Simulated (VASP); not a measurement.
## Bi2Se3 (Paraguanajuatite): relaxation of shape and atoms at fixed volume with PBE

Bi2Se3 (Paraguanajuatite):

```
Bi Se
1.0
     2.05194    1.18469   10.13946
    -2.05194    1.18469   10.13946
     0.00000   -2.36938   10.13946
Bi Se
2 3
Cartesian
  0.0000 0.0000 12.0401
  0.0000 0.0000 18.3782
  0.0000 0.0000 30.4184
  0.0000 0.0000 6.7097
  0.0000 0.0000 23.7087
```

The cell isn't the ideal one: a relaxed cell with its volume scaled by 0.94.

```json
{
 "Program": "VASP 6.6.1",
 "Task": "relaxation of shape and atoms at fixed volume",
 "Functional": "PBE",
 "Potentials or basis": "VASP PAW PBE potentials, release 64 (Bi, Se)",
 "Cutoff": "300 eV",
 "k mesh": "4 × 4 × 4",
 "Occupations": "gaussian, width 0.03 eV",
 "Spin": "no spin polarisation",
 "Further INCAR settings": "ALGO = Fast; EDIFF = 1e-07; IBRION = 2; EDIFFG = -0.01; NSW = 40; ISIF = 4"
}
```

- Energy gained by relaxing: 17.2 meV/atom
- Ionic steps: 7
- Pressure after relaxing: 0.8 GPa
- Largest force after relaxing: 0.008 eV/Å
- Band gap on the k mesh: 0.35 eV, direct

Forces on the atoms (eV/Å):
```
Bi   0.000  0.000 -0.008
Bi   0.000  0.000  0.008
Se   0.000  0.000  0.000
Se   0.000  0.000 -0.004
Se   0.000  0.000  0.004
```

The path:
```tsv
step	energy change (eV)	largest force (eV/Å)	pressure (GPa)
1	0.0000	0.5355	3.78
2	-0.0225	0.3034	3.22
3	-0.0292	0.3555	2.72
4	-0.0447	0.2977	2.41
5	-0.0761	0.1332	1.55
6	-0.0743	0.1570	0.08
7	-0.0858	0.0081	0.82
```

Final structure:
```yaml
crystal:
  lattice:
    - [2.08669, 1.20475, 9.80461]
    - [-2.08669, 1.20475, 9.80461]
    - [0.00000, -2.40950, 9.80461]
  atoms:
    - { symbol: Bi, position: [0.39893, 0.39893, 0.39893] }
    - { symbol: Bi, position: [0.60107, 0.60107, 0.60107] }
    - { symbol: Se, position: [0.00000, 0.00000, 0.00000] }
    - { symbol: Se, position: [0.21446, 0.21446, 0.21446] }
    - { symbol: Se, position: [0.78554, 0.78554, 0.78554] }
```

Levels at points of the mesh, in eV from the valence-band top:
```
           k point  band 12  band 13  band 14  band 15  band 16  band 17
(0.00, 0.00, 0.00)    -1.05    -1.05     0.00     0.35     1.57     1.57
(0.50, 0.00, 0.00)    -1.81    -1.10    -0.53     1.02     2.13     3.11
(0.50, 0.50, 0.00)    -1.60    -1.38    -0.93     1.48     2.10     2.62
(0.50, 0.50, 0.50)    -1.18    -1.18    -0.37     0.67     1.78     1.78
```

It took 8.3 min on 1 thread of Intel(R) Xeon(R) 6975P-C (Granite Rapids), with other jobs on the host, peak memory 0.49 GiB.

Caveat: the k mesh is coarse (spacing up to 0.44 Å⁻¹), so the values aren't converged; spin-orbit coupling is left out, which as a rule narrows the gap of such compounds by several tenths of an eV. A k mesh can miss the band edges.
